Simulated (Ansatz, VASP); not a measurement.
## Pb2O in VASP and in Ansatz

Contents of INCAR:

```
PREC     = Accurate       # precision mode
ENCUT    = 600            # plane-wave cutoff, eV
EDIFF    = 1E-7           # SCF threshold, eV
ISMEAR   = 0              # smearing method
SIGMA    = 0.1            # smearing width, eV
LREAL    = False          # projectors in reciprocal space
LASPH    = True           # aspherical terms in the spheres
NELM     = 100            # most SCF steps
ALGO     = Normal         # electronic algorithm
ISIF     = 3              # what is computed and relaxed
LWAVE    = False          # write WAVECAR
LCHARG   = False          # write CHGCAR
GGA      = PE             # functional
IBRION   = 2              # ionic algorithm
NSW      = 90             # ionic steps
EDIFFG   = -0.04          # ionic threshold
```

KPOINTS

```
regular mesh
0
Gamma
  6 6 4
```

The input POSCAR:

```
Pb2O
1.0
    4.3585230500      0.0000000000      0.0000000000
   -2.1792615200      3.7745916800      0.0000000000
    0.0000000000      0.0000000000      4.2697612500
Pb O
2 1
Direct
    0.3333333300      0.6666666700      0.5000000000
    0.6666666700      0.3333333300      0.5000000000
    0.0000000000      0.0000000000      0.0000000000
```

Input for Ansatz:

```yaml
crystal:
  lattice:
    - [4.35852305, 0.0, 0.0]
    - [-2.17926152, 3.77459168, 0.0]
    - [0.0, 0.0, 4.26976125]
  atoms:
    - { symbol: Pb, position: [0.33333333, 0.66666667, 0.5] }
    - { symbol: Pb, position: [0.66666667, 0.33333333, 0.5] }
    - { symbol: O, position: [0.0, 0.0, 0.0] }
basis:
  ecutwfc: 420
kpoints:
  mp_grid: { grid: [6, 6, 4] }
hamiltonian:
  xc: pbe
scf:
  occupations: { method: gaussian, width: 0.1 }
  lower_state_search: "off"
output:
  forces: true
  stress: true
  eigenvalues: true
relax:
  adjacent_minimum: "off"
  f_tol: 0.04
  max_steps: 70
  cell: { stress_tol: 0.4 }
```

Change from the starting cell: species swapped into the GdGa2 type (P6/mmm, No. 191).

Alike in both runs: task relaxation of cell and atoms; functional PBE; k mesh 6 × 6 × 4; occupations gaussian, width 0.1 eV; no spin polarisation.

```csv
,VASP,Ansatz
version,VASP 6.6.1,Ansatz 0.2.0
potentials or method,"VASP PAW PBE potentials, release 64 (Pb_d, O)","scalar-relativistic, plane waves, PAW"
plane-wave cutoff (eV),600,420
valence electrons in the cell,34,34
```

|  | VASP | Ansatz | Ansatz less VASP |
| --- | --- | --- | --- |
| gap on the k mesh at the Fermi level, each at its own relaxed structure (eV) | none | none | - |
| relaxed volume (Å³/atom) | 23.70 | 23.95 | +0.247 |
| relaxed cell length with the largest relative difference (Å) | 5.266 | 5.295 | +0.0293 |
| energy change over the relaxation (meV/atom) | -766 | -777 | -10.8 |

A gap of «none» marks a metal or a gap that the smearing closes.

Caveats: the k mesh is coarse (spacing up to 0.37 Å⁻¹), so the values aren't converged. The runs have no spin-orbit coupling, so splittings on Pb are missing.
